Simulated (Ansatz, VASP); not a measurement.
# Two plane-wave programs on Se

INCAR

```
SYSTEM = Se
PREC = Accurate
ENCUT = 520
EDIFF = 1E-8
ISMEAR = -1
SIGMA = 0.03
LREAL = .FALSE.
LASPH = .TRUE.
NELM = 100
ALGO = Fast
ISIF = 2
LWAVE = .FALSE.
LCHARG = .FALSE.
GGA = PE
LEFG = .TRUE.
NBANDS = 16
```

The input KPOINTS:

```
Automatic mesh
0
G
  8 8 6
  0 0 0
```

Contents of POSCAR:

```
Se
1.0
    4.3551696776      0.0000000000      0.0000000000
   -2.1775848388      3.7716875786      0.0000000000
    0.0000000000      0.0000000000      5.0979335000
Se
3
Direct
    0.2170000000      0.0000000000      0.1666666667
    0.0000000000      0.2170000000      0.8333333333
    0.7830000000      0.7830000000      0.5000000000
```

Input for Ansatz:

```yaml
crystal:
  lattice:
    - [4.3551696776, 0.0, 0.0]
    - [-2.1775848388, 3.7716875786, 0.0]
    - [0.0, 0.0, 5.0979335]
  atoms:
    - { symbol: Se, position: [0.217, 0.0, 0.1666666667] }
    - { symbol: Se, position: [0.0, 0.217, 0.8333333333] }
    - { symbol: Se, position: [0.783, 0.783, 0.5] }
kpoints:
  mp_grid: { grid: [8, 8, 6] }
scf:
  occupations: { method: fermi_dirac, width: 0.03 }
hamiltonian:
  xc: pbe
  pseudopotentials: { kind: paw }
output:
  forces: true
  stress: true
  eigenvalues: true
  efg: { contact_densities: true }
```

Change from the starting cell: zz strain of +3 %, PAW files.

Alike in both runs: task electric field gradients; functional PBE; k mesh 8 × 8 × 6; occupations fermi-dirac, width 0.03 eV; no spin polarisation.

|  | VASP | Ansatz |
| --- | --- | --- |
| version | VASP 6.6.1 | Ansatz 0.2.0 |
| potentials or method | VASP PAW PBE potentials, release 64 (Se) | PAW with Ansatz's default frozen-core files, scalar-relativistic |
| plane-wave cutoff (eV) | 520 | 420 |
| valence electrons in the cell | 18 | 48 |

```csv
,VASP,Ansatz,Ansatz less VASP
pressure (GPa),3.0,2.8,-0.14
largest component of the traceless stress (GPa),0.30,0.24,-0.063
rms of the force components (eV/Å),0.435,0.415,-0.0200
Vzz of the field gradient on the site that differs most (V/Å²),-497.6,-515.4,-17.88
```

Atom by atom the forces differ by 0.020 eV/Å (rms over components). With one functional, cell and mesh, what is left measures potentials, basis and numerics. The two sets of potentials don't hold the same shells in valence.

A k mesh can miss the band edges.
